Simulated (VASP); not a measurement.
**MoS2: band structure with PBE+D3(BJ)**

The system is MoS2, a slab with vacuum.

```
S Mo
1.0
     3.15116    0.00000    0.00000
    -1.57558    2.72898    0.00000
     0.00000    0.00000   27.29230
S Mo
4 2
Direct
  0.33333 0.66667 0.33160
  0.33333 0.66667 0.44637
  0.66667 0.33333 0.55363
  0.66667 0.33333 0.66840
  0.66667 0.33333 0.38901
  0.33333 0.66667 0.61099
```

```
Program                : VASP 6.6.1
Task                   : band structure
Functional             : PBE
Dispersion             : D3(BJ)
Potentials or basis    : VASP PAW PBE potentials, release 64 (S, Mo_sv)
Cutoff                 : 520 eV
k mesh                 : 6 × 6 × 1
Occupations            : gaussian, width 0.03 eV
Spin                   : no spin polarisation
Dipole correction      : yes
Further INCAR settings : ALGO = Normal; EDIFF = 1e-07; NBANDS = 35
```

| Property | Result |
| --- | --- |
| Largest force | 0.007 eV/Å |
| Band gap on the k mesh | 1.23 eV, indirect (least direct gap 1.75 eV) |
| Band gap along the path | 1.30 eV, indirect (least direct gap 1.75 eV) |
| Dispersion energy per atom | -0.376 eV |
| Ionisation potential of the upper face | 5.41 eV |

Forces on the atoms (eV/Å):
```
S    0.000  0.000 -0.007
S    0.000  0.000  0.005
S    0.000  0.000 -0.005
S    0.000  0.000  0.007
Mo   0.000  0.000  0.003
Mo   0.000  0.000 -0.003
```

Levels at points of the mesh, in eV from the valence-band top:
```
           k point  band 22  band 23  band 24  band 25  band 26  band 27  band 28  band 29  band 30  band 31
(0.00, 0.00, 0.00)    -1.93    -1.93    -1.78    -0.76     0.00     2.33     2.33     2.36     2.36     2.54
(0.50, 0.00, 0.00)    -2.38    -1.47    -1.34    -1.19    -1.12     1.86     1.89     2.30     2.46     3.23
```

It took 31 s on 4 MPI ranks on Intel(R) Xeon(R) 6975P-C (Granite Rapids), with other jobs on the host, peak memory 0.4 GiB a rank.

A hybrid or GW would open this gap; PBE tends to underestimate it.
